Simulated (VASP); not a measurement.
# Al2O3 (Pbcn) in VASP: further runs, part 2 of 4

VASP 6.6.1. Earlier steps stand in the parts before.

### Step 3. Relaxation of cell and atoms, PBE

This run uses another cell than the first one, of 8.57 Å³/atom, 1.322 times its volume.

File INCAR:

```
PREC = Accurate
ENCUT = 600
EDIFF = 1E-6
ISMEAR = 0
SIGMA = 0.03
LREAL = False
LASPH = True
NELM = 80
ALGO = Normal
ISIF = 3
LWAVE = False
LCHARG = False
GGA = PE
IBRION = 2
NSW = 90
EDIFFG = -0.01
KPAR = 4
```

File KPOINTS:

```
Automatic mesh
0
Gamma
  4 6 6
```

File POSCAR:

```
Al2O3
1.0
    7.0899410000      0.0000000000      0.0000000000
    0.0000000000      4.8469330000      0.0000000000
    0.0000000000      0.0000000000      4.9854040000
Al O
8 12
Direct
    0.3903950000      0.2521520000      0.0305140000
    0.6096050000      0.2521520000      0.4694860000
    0.1096050000      0.2478480000      0.5305140000
    0.8903950000      0.2478480000      0.9694860000
    0.6096050000      0.7478480000      0.9694860000
    0.3903950000      0.7478480000      0.5305140000
    0.8903950000      0.7521520000      0.4694860000
    0.1096050000      0.7521520000      0.0305140000
    0.6540020000      0.1070210000      0.1019760000
    0.3459980000      0.1070210000      0.3980240000
    0.8459980000      0.3929790000      0.6019760000
    0.1540020000      0.3929790000      0.8980240000
    0.3459980000      0.8929790000      0.8980240000
    0.6540020000      0.8929790000      0.6019760000
    0.1540020000      0.6070210000      0.3980240000
    0.8459980000      0.6070210000      0.1019760000
    0.0000000000      0.0494040000      0.2500000000
    0.5000000000      0.4505960000      0.7500000000
    0.0000000000      0.9505960000      0.7500000000
    0.5000000000      0.5494040000      0.2500000000
```

Potentials or basis: VASP PAW PBE potentials, release 64 (Al, O).

Started as:

```
cat potpaw_PBE.64/Al/POTCAR potpaw_PBE.64/O/POTCAR > POTCAR
mpirun -np 4 vasp_std > vasp.out
```

OUTCAR:

```text
PREC = Accurate
   ENCUT = 600
   EDIFF = 1E-6
   ISMEAR = 0
   LREAL = False
   LASPH = True
   NELM = 80
   ISIF = 3
   GGA = PE
   IBRION = 2
   NSW = 90
   EDIFFG = -0.01

 ion  position               nearest neighbor table
   1  0.390  0.252  0.031-  18 1.87  13 1.89  12 1.93  20 1.97  10 1.99   9 2.03   2 2.68   5 2.88
                             5 2.91   8 3.14   8 3.14   3 3.19   3 3.19   2 3.20
   2  0.610  0.252  0.469-  18 1.87  14 1.89  11 1.93  20 1.97   9 1.99  10 2.03   1 2.68   6 2.88
                             6 2.91   7 3.14   7 3.14   4 3.19   4 3.19   1 3.20
   3  0.110  0.248  0.531-  17 1.87  15 1.89  10 1.93  19 1.97  12 1.99  11 2.03   4 2.68   7 2.88
                             7 2.91   6 3.14   6 3.14   1 3.19   1 3.19   4 3.20
   4  0.890  0.248  0.969-  17 1.87  16 1.89   9 1.93  19 1.97  11 1.99  12 2.03   3 2.68   8 2.88
                             8 2.91   5 3.14   5 3.14   2 3.19   2 3.19   3 3.20
   5  0.610  0.748  0.969-  20 1.87   9 1.89  16 1.93  18 1.97  14 1.99  13 2.03   6 2.68   1 2.88
                             1 2.91   4 3.14   4 3.14   7 3.19   7 3.19   6 3.20
   6  0.390  0.748  0.531-  20 1.87  10 1.89  15 1.93  18 1.97  13 1.99  14 2.03   5 2.68   2 2.88
                             2 2.91   3 3.14   3 3.14   8 3.19   8 3.19   5 3.20
   7  0.890  0.752  0.469-  19 1.87  11 1.89  14 1.93  17 1.97  16 1.99  15 2.03   8 2.68   3 2.88
                             3 2.91   2 3.14   2 3.14   5 3.19   5 3.19   8 3.20
   8  0.110  0.752  0.031-  19 1.87  12 1.89  13 1.93  17 1.97  15 1.99  16 2.03   7 2.68   4 2.88
                             4 2.91   1 3.14   1 3.14   6 3.19   6 3.19   7 3.20
   9  0.654  0.107  0.102-   5 1.89   4 1.93   2 1.99   1 2.03
  10  0.346  0.107  0.398-   6 1.89   3 1.93   1 1.99   2 2.03
  11  0.846  0.393  0.602-   7 1.89   2 1.93   4 1.99   3 2.03
  12  0.154  0.393  0.898-   8 1.89   1 1.93   3 1.99   4 2.03
  13  0.346  0.893  0.898-   1 1.89   8 1.93   6 1.99   5 2.03
  14  0.654  0.893  0.602-   2 1.89   7 1.93   5 1.99   6 2.03
  15  0.154  0.607  0.398-   3 1.89   6 1.93   8 1.99   7 2.03
  16  0.846  0.607  0.102-   4 1.89   5 1.93   7 1.99   8 2.03
  17  0.000  0.049  0.250-   3 1.87   4 1.87   7 1.97   8 1.97
  18  0.500  0.451  0.750-   1 1.87   2 1.87   5 1.97   6 1.97
  19  0.000  0.951  0.750-   7 1.87   8 1.87   3 1.97   4 1.97
  20  0.500  0.549  0.250-   5 1.87   6 1.87   1 1.97   2 1.97

  LATTYP: Found a simple orthorhombic cell.
 ALAT       =     4.8469330000
 B/A-ratio  =     1.0285687877
[... 203 lines left out ...]
 conjugate gradient relaxation of ions
 non-spin polarized calculation
 Gauss-broadening in eV      SIGMA  =   0.03
  energy-cutoff  :      600.00
  volume of cell :      171.32
 maximum number of plane-waves:      5744
 NGX is ok and might be reduce to    60
   NGX = 29   NGY = 19   NGZ = 19

--------------------------------------- Ionic step        1  -------------------------------------------

 number of electron      95.9999989 magnetization

 Free energy of the ion-electron system (eV)
  ---------------------------------------------------
  ext. energy  EPLUGINS =         0.00000000
  ---------------------------------------------------
  free energy    TOTEN  =      -147.79574706 eV

  energy without entropy =     -147.79574706  energy(sigma->0) =     -147.79574706

------------------------ aborting loop because EDIFF is reached ----------------------------------------

  FORCE on cell =-STRESS in cart. coord.  units (eV):
  Direction    XX          YY          ZZ          XY          YZ          ZX
  --------------------------------------------------------------------------------------
  -------------------------------------------------------------------------------------
  Total       -0.3662201     -0.3558861     -0.3456784      0.0000000      0.0000000      0.0000000
  in kB       -3.4248596     -3.3282168     -3.2327550      0.0000000      0.0000000      0.0000000
  external PRESSURE =      -3.3286104 kB  Pullay stress =       0.0000000 kB
[... 95 lines left out ...]
--------------------------------------- Ionic step        3  -------------------------------------------

 number of electron      95.9999988 magnetization

 Free energy of the ion-electron system (eV)
  ---------------------------------------------------
  ext. energy  EPLUGINS =         0.00000000
  ---------------------------------------------------
  free energy    TOTEN  =      -147.79601221 eV

  energy without entropy =     -147.79601221  energy(sigma->0) =     -147.79601221

 E-fermi :   6.4862     XC(G=0): -11.7307

 val. band max:        6.3329853696   @ k =   0.0000   0.0000   0.0000
 cond. band min:      11.6657640807   @ k =   0.0000   0.0000   0.0000
 fundamental gap:      5.3327787111
 Fermi energy:         6.4861708111

 k-point     1 :       0.0000    0.0000    0.0000
  band No.  band energies     occupation
      1     -12.8712      2.00000
      2     -11.7683      2.00000
      3     -11.0391      2.00000
      4     -10.7878      2.00000
      5     -10.7266      2.00000
      6     -10.5249      2.00000
[... 1477 lines left out ...]
     58      16.4157      0.00000
     59      16.8836      0.00000

 [... further k-points ...]
[... 5 lines left out ...]
  --------------------------------------------------------------------------------------
  -------------------------------------------------------------------------------------
  Total       -0.0161880      0.0225935      0.0167728      0.0000000      0.0000000      0.0000000
  in kB       -0.1516084      0.2115994      0.1570858      0.0000000      0.0000000      0.0000000
  external PRESSURE =       0.0723589 kB  Pullay stress =       0.0000000 kB
[... 35 lines left out ...]
  FREE ENERGIE OF THE ION-ELECTRON SYSTEM (eV)
  ---------------------------------------------------
  free  energy   TOTEN  =      -147.7960122067 eV

  energy  without entropy=     -147.7960122067  energy(sigma->0) =     -147.79601221

 reached required accuracy - stopping structural energy minimisation
```

CONTCAR:

```text
Al2O3
   1.00000000000000
     7.0864102549988255    0.0000000000000000    0.0000000000000000
     0.0000000000000000    4.8445873696058861   -0.0000000000000000
     0.0000000000000000    0.0000000000000000    4.9830605585580932
  Al              O
     8    12
Direct
     0.3904053347850079    0.2521619789767874    0.0305428693861815
     0.6095946652149921    0.2521619789767874    0.4694571306138185
     0.1095946652149920    0.2478380210232126    0.5305428693861816
     0.8904053347850079    0.2478380210232126    0.9694571306138184
     0.6095946652149921    0.7478380210232126    0.9694571306138184
     0.3904053347850079    0.7478380210232126    0.5305428693861816
[... 12 lines left out ...]
     0.0000000000000000    0.9506026195179987    0.7500000000000000
     0.5000000000000000    0.5493973804820013    0.2500000000000000

  0.00000000E+00  0.00000000E+00  0.00000000E+00
  0.00000000E+00  0.00000000E+00  0.00000000E+00
  0.00000000E+00  0.00000000E+00  0.00000000E+00
  0.00000000E+00  0.00000000E+00  0.00000000E+00
  0.00000000E+00  0.00000000E+00  0.00000000E+00
  0.00000000E+00  0.00000000E+00  0.00000000E+00
[... 12 lines left out ...]
  0.00000000E+00  0.00000000E+00  0.00000000E+00
  0.00000000E+00  0.00000000E+00  0.00000000E+00
```

Wall time 2.2 min (4 MPI ranks of Intel Xeon 6975P-C (Granite Rapids), shared host); peak memory 0.58 GiB.

What came out:

```
Free energy                            : -147.7960 eV
Relaxed volume                         : 8.55 Å³/atom
Relaxed cell                           : a = 7.086 Å, b = 4.845 Å, c = 4.983 Å, α = 90.00°, β = 90.00°, γ = 90.00°
Space group after relaxing (to 0.05 Å) : Pbcn (No. 60)
Energy gained by relaxing              : 0.0 meV/atom
Ionic steps                            : 3
Pressure after relaxing                : 0.0 GPa
Largest force after relaxing           : 0.006 eV/Å
Band gap on the k mesh                 : 5.33 eV, direct
```

Forces in eV/Å, atoms in the order of the input:
```
Al  -0.001  0.001  0.006
Al   0.001  0.001 -0.006
Al   0.001 -0.001  0.006
Al  -0.001 -0.001 -0.006
Al   0.001 -0.001 -0.006
Al  -0.001 -0.001  0.006
Al  -0.001  0.001 -0.006
Al   0.001  0.001  0.006
O    0.002  0.000  0.001
O   -0.002  0.000 -0.001
O   -0.002  0.000  0.001
O    0.002  0.000 -0.001
O   -0.002  0.000 -0.001
O    0.002  0.000  0.001
O    0.002  0.000 -0.001
O   -0.002  0.000  0.001
O    0.000  0.001  0.000
O    0.000 -0.001  0.000
O    0.000 -0.001  0.000
O    0.000  0.001  0.000
```

The path:
```
step  energy change (eV)  largest force (eV/Å)  pressure (GPa)  volume (Å³)
   1              0.0000                0.0062           -0.33       171.32
   2             -0.0001                0.0076            0.27       170.88
   3             -0.0003                0.0062            0.01       171.07
```

Final structure:
```
CELL_PARAMETERS angstrom
7.08641 0.00000 0.00000
0.00000 4.84459 0.00000
0.00000 0.00000 4.98306
ATOMIC_POSITIONS crystal
Al 0.39041 0.25216 0.03054
Al 0.60959 0.25216 0.46946
Al 0.10959 0.24784 0.53054
Al 0.89041 0.24784 0.96946
Al 0.60959 0.74784 0.96946
Al 0.39041 0.74784 0.53054
Al 0.89041 0.75216 0.46946
Al 0.10959 0.75216 0.03054
O 0.65400 0.10702 0.10198
O 0.34600 0.10702 0.39802
O 0.84600 0.39298 0.60198
O 0.15400 0.39298 0.89802
O 0.34600 0.89298 0.89802
O 0.65400 0.89298 0.60198
O 0.15400 0.60702 0.39802
O 0.84600 0.60702 0.10198
O 0.00000 0.04940 0.25000
O 0.50000 0.45060 0.75000
O 0.00000 0.95060 0.75000
O 0.50000 0.54940 0.25000
```

Levels at points of the mesh, in eV from the valence-band top:
| k point | band 44 | band 45 | band 46 | band 47 | band 48 | band 49 | band 50 | band 51 | band 52 | band 53 |
| --- | --- | --- | --- | --- | --- | --- | --- | --- | --- | --- |
| (0.00, 0.00, 0.00) | -0.52 | -0.51 | -0.17 | -0.15 | 0.00 | 5.33 | 8.30 | 8.54 | 8.93 | 9.56 |
| (0.50, 0.00, 0.00) | -0.59 | -0.30 | -0.30 | -0.12 | -0.12 | 6.85 | 6.85 | 9.40 | 9.40 | 9.67 |
| (0.00, 0.50, 0.00) | -0.58 | -0.49 | -0.49 | -0.13 | -0.13 | 7.83 | 7.83 | 8.61 | 8.61 | 8.63 |
| (0.50, 0.50, 0.00) | -0.61 | -0.27 | -0.27 | -0.21 | -0.21 | 8.36 | 8.36 | 8.44 | 8.44 | 9.17 |
| (0.00, 0.00, 0.50) | -0.59 | -0.28 | -0.28 | -0.12 | -0.12 | 7.88 | 7.88 | 8.48 | 8.48 | 9.11 |
| (0.50, 0.00, 0.50) | -0.81 | -0.32 | -0.32 | -0.32 | -0.32 | 8.34 | 8.34 | 8.34 | 8.34 | 9.51 |
| (0.00, 0.50, 0.50) | -0.99 | -0.26 | -0.26 | -0.26 | -0.26 | 8.93 | 8.93 | 8.93 | 8.93 | 9.09 |
| (0.50, 0.50, 0.50) | -0.81 | -0.50 | -0.50 | -0.50 | -0.50 | 8.73 | 8.73 | 8.73 | 8.73 | 9.25 |

### Step 4. Relaxation of cell and atoms, PBE

This run uses another cell than the first one, of 8.55 Å³/atom, 1.321 times its volume.

Changes to INCAR since step 3:

```diff
@@ -2,3 +2,3 @@
 ENCUT = 600
-EDIFF = 1E-6
+EDIFF = 1E-7
 ISMEAR = 0
@@ -15,3 +15,3 @@
 NSW = 90
-EDIFFG = -0.01
+EDIFFG = -0.005
 KPAR = 4
```

KPOINTS is that of step 3.

File POSCAR:

```
Al2O3                                   
1.0
    7.0864102550      0.0000000000      0.0000000000
    0.0000000000      4.8445873696     -0.0000000000
    0.0000000000      0.0000000000      4.9830605586
  Al              O             
     8    12
Direct
     0.3904053347850079    0.2521619789767874    0.0305428693861815
     0.6095946652149921    0.2521619789767874    0.4694571306138185
     0.1095946652149920    0.2478380210232126    0.5305428693861816
     0.8904053347850079    0.2478380210232126    0.9694571306138184
     0.6095946652149921    0.7478380210232126    0.9694571306138184
     0.3904053347850079    0.7478380210232126    0.5305428693861816
     0.8904053347850079    0.7521619789767874    0.4694571306138185
     0.1095946652149920    0.7521619789767874    0.0305428693861815
     0.6540028649352979    0.1070183175997162    0.1019800552540857
     0.3459971350647021    0.1070183175997162    0.3980199447459143
     0.8459971350647021    0.3929816824002838    0.6019800552540857
     0.1540028649352979    0.3929816824002838    0.8980199447459143
     0.3459971350647021    0.8929816824002837    0.8980199447459143
     0.6540028649352979    0.8929816824002837    0.6019800552540857
     0.1540028649352979    0.6070183175997163    0.3980199447459143
     0.8459971350647021    0.6070183175997163    0.1019800552540857
     0.0000000000000000    0.0493973804820013    0.2500000000000000
     0.5000000000000000    0.4506026195179987    0.7500000000000000
     0.0000000000000000    0.9506026195179987    0.7500000000000000
     0.5000000000000000    0.5493973804820013    0.2500000000000000
```

Started as:

```
cat potpaw_PBE.64/Al/POTCAR potpaw_PBE.64/O/POTCAR > POTCAR
mpirun -np 4 vasp_std > vasp.out
```

Wall time 94 s (4 MPI ranks of Intel Xeon 6975P-C (Granite Rapids), shared host); peak memory 0.57 GiB.

Results (log left out):

```
Free energy               : -147.7952 eV
Energy gained by relaxing : 0.0 meV/atom
Ionic steps               : 2
Pressure after relaxing   : 0.0 GPa
Band gap on the k mesh    : 5.33 eV, direct
```

Final structure:
```
Al O
1.0
     7.08609    0.00000    0.00000
     0.00000    4.84483    0.00000
     0.00000    0.00000    4.98324
Al O
8 12
Direct
  0.39040 0.25217 0.03060
  0.60960 0.25217 0.46940
  0.10960 0.24783 0.53060
  0.89040 0.24783 0.96940
  0.60960 0.74783 0.96940
  0.39040 0.74783 0.53060
  0.89040 0.75217 0.46940
  0.10960 0.75217 0.03060
  0.65401 0.10702 0.10199
  0.34599 0.10702 0.39801
  0.84599 0.39298 0.60199
  0.15401 0.39298 0.89801
  0.34599 0.89298 0.89801
  0.65401 0.89298 0.60199
  0.15401 0.60702 0.39801
  0.84599 0.60702 0.10199
  0.00000 0.04941 0.25000
  0.50000 0.45059 0.75000
  0.00000 0.95059 0.75000
  0.50000 0.54941 0.25000
```

Levels at points of the mesh, in eV from the valence-band top:
```
           k point  band 45  band 46  band 47  band 48  band 49  band 50  band 51  band 52
(0.00, 0.00, 0.00)    -0.51    -0.17    -0.15     0.00     5.33     8.30     8.54     8.93
(0.50, 0.00, 0.00)    -0.30    -0.30    -0.12    -0.12     6.85     6.85     9.40     9.40
(0.00, 0.50, 0.00)    -0.49    -0.49    -0.13    -0.13     7.83     7.83     8.61     8.61
(0.50, 0.50, 0.00)    -0.27    -0.27    -0.21    -0.21     8.36     8.36     8.44     8.44
(0.00, 0.00, 0.50)    -0.28    -0.28    -0.12    -0.12     7.88     7.88     8.48     8.48
(0.50, 0.00, 0.50)    -0.32    -0.32    -0.32    -0.32     8.34     8.34     8.34     8.34
(0.00, 0.50, 0.50)    -0.26    -0.26    -0.26    -0.26     8.93     8.93     8.93     8.93
(0.50, 0.50, 0.50)    -0.50    -0.50    -0.50    -0.50     8.73     8.73     8.73     8.73
```

(Part 2 of 4 ends here.)
